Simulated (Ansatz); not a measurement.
Set up this calculation in Ansatz 0.2.0, as the native input.

* Task: band structure
* Functional: LDA
* Potentials or basis: all-electron LAPW, scalar-relativistic
* Cutoff: 320 eV (chosen from the basis error)
* Basis error allowed: 0.001 eV/atom
* k mesh: 13 × 13 × 13
* Occupations: fermi-dirac, width 0.05 eV
* Spin: collinear spin, ferromagnetic start
* Starting moments: [1.0] μB

Crystal: Ni.

```xyz
1
Lattice="0.0000 1.7376 1.7376 1.7376 0.0000 1.7376 1.7376 1.7376 0.0000" Properties=species:S:1:pos:R:3 pbc="T T T"
Ni    0.0000    0.0000    0.0000
```

The input as run:

input.yaml

```yaml
crystal:
  lattice:
    - [0.0, 1.737572933, 1.737572933]
    - [1.737572933, 0.0, 1.737572933]
    - [1.737572933, 1.737572933, 0.0]
  atoms:
    - { symbol: Ni, position: [0.0, 0.0, 0.0], spin: 1.0 }
kpoints:
  mp_grid: { grid: [13, 13, 13] }
  band_path:
    path:
      - [0.0, 0.0, 0.0]
      - [0.5, 0.0, 0.5]
      - [0.5, 0.25, 0.75]
      - [0.375, 0.375, 0.75]
      - [0.0, 0.0, 0.0]
      - [0.5, 0.5, 0.5]
      - [0.625, 0.25, 0.625]
      - [0.5, 0.25, 0.75]
    npoints: 12
scf:
  occupations: { method: fermi_dirac, width: 0.05 }
hamiltonian:
  xc: lda
  pseudopotentials: { kind: all_electron, lapw: { basis_error: 0.001 } }
magnetization:
  spin_polarized: true
output:
  forces: true
  stress: true
  eigenvalues: true
```

Potentials or basis: all-electron LAPW, scalar-relativistic.

Command:

```console
$ ansatz run input.yaml --threads 2 --pin off --max-ram 6144MiB --backend cpu --events-out ev --progress --plain --runs-dir out
```

It gave:

- Pressure: -10.3 GPa
- Band gap along the path: none (metal or under the smearing width)
- Net moment: 0.62 μB per cell
- Absolute moment: 0.68 μB per cell
- Site moments: Ni +0.64 μB

It took 11 s on 2 threads of Arm Neoverse V1 (shared host), peak memory 0.35 GiB.
